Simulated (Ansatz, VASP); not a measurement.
# Al in VASP and in Ansatz

INCAR

```
SYSTEM = Al
PREC     = Accurate       ! precision mode
ENCUT    = 520            ! plane-wave cutoff, eV
EDIFF    = 1E-6           ! SCF threshold, eV
ISMEAR   = -1             ! smearing method
SIGMA    = 0.08           ! smearing width, eV
LREAL    = .False.        ! projectors in reciprocal space
LASPH    = .True.         ! aspherical terms in the spheres
NELM     = 60             ! most SCF steps
ALGO     = Normal         ! electronic algorithm
ISIF     = 2              ! what is computed and relaxed
LWAVE    = .False.        ! write WAVECAR
LCHARG   = .False.        ! write CHGCAR
GGA      = CA             ! functional
NBANDS   = 8              ! bands
```

KPOINTS

```
regular mesh
0
Gamma
  16 16 16
  0 0 0
```

The input POSCAR:

```
Al
1.0
    0.0000000000      1.5032204881      1.5032204881
    1.5032204881      0.0000000000      1.5032204881
    1.5032204881      1.5032204881      0.0000000000
Al
1
Direct
    0.0000000000      0.0000000000      0.0000000000
```

Input for Ansatz:

```yaml
crystal:
  lattice:
    - [0.0, 1.5032204881, 1.5032204881]
    - [1.5032204881, 0.0, 1.5032204881]
    - [1.5032204881, 1.5032204881, 0.0]
  atoms:
    - { symbol: Al, position: [0.0, 0.0, 0.0] }
kpoints:
  mp_grid: { grid: [16, 16, 16] }
  band_path:
    path:
      - [0.0, 0.0, 0.0]
      - [0.5, 0.0, 0.5]
      - [0.625, 0.25, 0.625]
      - [0.375, 0.375, 0.75]
      - [0.0, 0.0, 0.0]
      - [0.5, 0.5, 0.5]
      - [0.5, 0.25, 0.75]
      - [0.5, 0.0, 0.5]
    npoints: 8
scf:
  occupations: { method: fermi_dirac, width: 0.08 }
hamiltonian:
  xc: lda
  pseudopotentials: { kind: all_electron, lapw: { basis_error: 0.001 } }
output:
  forces: true
  stress: true
  eigenvalues: true
  populations: true
  dos: { projected: true, de: 0.2, e_range: [-14, 8] }
```

Change from the starting cell: volume scaled by 0.43, LAPW.

Alike in both runs: task single point; functional LDA; k mesh 16 × 16 × 16; occupations fermi-dirac, width 0.08 eV; no spin polarisation.

```csv
,VASP,Ansatz
version,VASP 6.6.1,Ansatz 0.2.0
potentials or method,"VASP PAW LDA potentials, release 64 (Al)","all-electron LAPW, scalar-relativistic"
plane-wave cutoff (eV),520,see its input
```

Ansatz gave:

- pressure (GPa): 405.5

Q: Which values does VASP return?

A: Pressure (GPa): 414.5.

Ansatz ran all-electron here, so the differences hold the error of VASP's frozen core and of both bases.

Caveats: the cell as given lies far from equilibrium; so large a pressure means that the cell lies far from this level's equilibrium, or that cutoff or potentials fall short (VASP).
